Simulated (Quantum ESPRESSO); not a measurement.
CaO: single point with PBE

Crystal: CaO.

```
Ca O
1.0
     0.00000    2.40356    2.40356
     2.40356    0.00000    2.40356
     2.40356    2.40356    0.00000
Ca O
1 1
Direct
  0.01087 0.99606 0.99431
  0.51454 0.50652 0.48857
```

The cell is a database's computed one.

The cell isn't the ideal one: atoms moved at random, drawn with an rms of 0.05 Å.

| Quantity | Value |
| --- | --- |
| Program | Quantum ESPRESSO 7.5 |
| Task | single point |
| Functional | PBE |
| Potentials or basis | SG15 PBE 1.2 |
| Cutoff | 952 eV |
| Density cutoff | 3810 eV |
| k mesh | 4 × 4 × 4 |
| Occupations | fermi-dirac, width 0.05 eV |
| Spin | no spin polarisation |
| Mixing beta | 0.5 |
| Most SCF iterations | 120 |
| SCF threshold | 4e-10 Ry |

```yaml
Largest_force: 0.103 eV/Å
Band_gap_on_the_k_mesh: 3.65 eV, indirect (least direct gap 4.02 eV)
```

Forces in eV/Å, atoms in the order of the input:
```
Ca   0.033 -0.014  0.097
O   -0.033  0.014 -0.097
```

Levels at points of the mesh, in eV from the valence-band top:
| k point | band 4 | band 5 | band 6 | band 7 | band 8 | band 9 | band 10 | band 11 | band 12 | band 13 |
| --- | --- | --- | --- | --- | --- | --- | --- | --- | --- | --- |
| (0.00, 0.00, 0.00) | -18.45 | -15.49 | 0.00 | 0.00 | 0.00 | 4.73 | 6.22 | 6.22 | 6.22 | 7.71 |
| (0.00, 0.00, -0.50) | -18.50 | -14.32 | -2.62 | -1.19 | -1.19 | 7.03 | 8.29 | 8.32 | 8.54 | 10.37 |
| (0.00, -0.50, -0.50) | -18.67 | -15.25 | -1.31 | -0.38 | -0.38 | 3.66 | 8.02 | 8.87 | 9.49 | 9.49 |
| (0.50, 0.50, 0.50) | -18.50 | -14.32 | -2.62 | -1.19 | -1.19 | 7.04 | 8.30 | 8.32 | 8.53 | 10.38 |
| (-0.50, 0.00, 0.00) | -18.50 | -14.32 | -2.62 | -1.19 | -1.19 | 7.03 | 8.29 | 8.32 | 8.54 | 10.37 |
| (0.00, -0.50, 0.00) | -18.50 | -14.32 | -2.62 | -1.19 | -1.19 | 7.04 | 8.31 | 8.33 | 8.53 | 10.38 |
| (-0.50, 0.00, -0.50) | -18.67 | -15.25 | -1.31 | -0.38 | -0.38 | 3.66 | 8.02 | 8.87 | 9.49 | 9.49 |
| (-0.50, -0.50, 0.00) | -18.67 | -15.25 | -1.30 | -0.38 | -0.38 | 3.65 | 8.02 | 8.86 | 9.49 | 9.49 |

It took 8.1 s on 2 MPI ranks on AMD EPYC 7B13 (Zen 3) (shared host), peak memory 0.12 GiB a rank.

Caveat: the k mesh is coarse (spacing up to 0.57 Å⁻¹), so the values aren't converged. A k mesh can miss the band edges.
